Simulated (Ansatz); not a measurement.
Runs of Ansatz 0.2.0 on GaN. Symmetry: F-43m, No. 216, cubic system. Conventional cell: a = 4.507 Å, b = 4.507 Å, c = 4.507 Å, α = 90.00°, β = 90.00°, γ = 90.00°. Around Ga (site symmetry -43m) lie 4 N at 1.95 Å. Around N (site symmetry -43m) lie 4 Ga at 1.95 Å. The cell is a database's computed one.

```tsv
task	level	k mesh	smearing	atoms under strain	q mesh	points for each segment of the path	gap on the mesh (eV)	pressure (GPa)
single point	PBE	10 × 10 × 10	gaussian 0.05 eV	-	-	-	(b)	5.0
elastic constants	PBEsol	7 × 7 × 7	fixed	relaxed	-	-	1.66	-1.1
phonons	PBEsol	7 × 7 × 7	fixed	-	2 × 2 × 2	8	1.66	-
single point	RPBE	10 × 10 × 10	gaussian 0.05 eV	-	-	-	1.75	(a)
Born charges and dielectric tensor	PBEsol	10 × 10 × 10	fixed	-	-	-	1.66	-
```

Alike in all rows: potentials or basis Ansatz PAW; no spin polarisation; cell as given; cutoff (eV) 420.

Question: Fill in the values left out.

Answer: (a) 9.2; (b) 1.72.

Caveats: the PAW data sets come from PBE, with cores solved anew for the run's functional, which leaves a small shift of forces and pressure (some runs); odd divisions of the mesh miss points on the zone boundary, where band edges often lie, so the gap on the mesh can be too wide (some runs).

A k mesh can miss the band edges, and the runs leave out spin-orbit coupling on Ga.
